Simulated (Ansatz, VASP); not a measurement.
KF: VASP beside Ansatz

INCAR

```
PREC     = Accurate       # precision mode
ENCUT    = 520            # plane-wave cutoff, eV
EDIFF    = 1E-6           # SCF threshold, eV
ISMEAR   = 0              # smearing method
SIGMA    = 0.02           # smearing width, eV
LREAL    = F              # projectors in reciprocal space
LASPH    = T              # aspherical terms in the spheres
NELM     = 100            # most SCF steps
ALGO     = Normal         # electronic algorithm
ISIF     = 2              # what is computed and relaxed
LWAVE    = F              # write WAVECAR
LCHARG   = T              # write CHGCAR
GGA      = PE             # functional
LELF     = T              # ELF
LVHAR    = T            
NBANDS   = 15             # bands
```

KPOINTS

```
Automatic mesh
0
Gamma
  8 8 8
```

The input POSCAR:

```
KF
1.0
    0.0000000000      2.6868942350      2.6868942350
    2.6868942350      0.0000000000      2.6868942350
    2.6868942350      2.6868942350      0.0000000000
K F
1 1
Direct
    0.0000000000      0.0000000000      0.0000000000
    0.5000000000      0.5000000000      0.5000000000
```

Input for Ansatz:

```yaml
crystal:
  lattice:
    - [0.0, 2.686894235, 2.686894235]
    - [2.686894235, 0.0, 2.686894235]
    - [2.686894235, 2.686894235, 0.0]
  atoms:
    - { symbol: K, position: [0.0, 0.0, 0.0] }
    - { symbol: F, position: [0.5, 0.5, 0.5] }
basis:
  ecutwfc: 420
kpoints:
  mp_grid: { grid: [8, 8, 8] }
hamiltonian:
  xc: pbe
scf:
  occupations: { method: gaussian, width: 0.02 }
output:
  forces: true
  stress: true
  eigenvalues: true
```

Alike in both runs: task single point; functional PBE; k mesh 8 × 8 × 8; occupations gaussian, width 0.02 eV; no spin polarisation.

|  | VASP | Ansatz |
| --- | --- | --- |
| version | VASP 6.6.1 | Ansatz 0.2.0 |
| potentials or method | VASP PAW PBE potentials, release 64 (K_sv, F) | scalar-relativistic, plane waves, PAW |
| plane-wave cutoff (eV) | 520 | 420 |
| valence electrons in the cell | 16 | 16 |

Ansatz gave:

* gap on the k mesh at the Fermi level (eV): 6.09
* least direct gap on the mesh (eV): 6.09
* pressure (GPa): 0.8

**Question.** What did VASP give for the same quantities?

**Answer.** gap on the k mesh at the Fermi level (eV): 6.08; least direct gap on the mesh (eV): 6.08; pressure (GPa): 0.8.

The functional is the same, so the differences come from potentials, cutoffs and numerics.

A k mesh can miss the band edges.
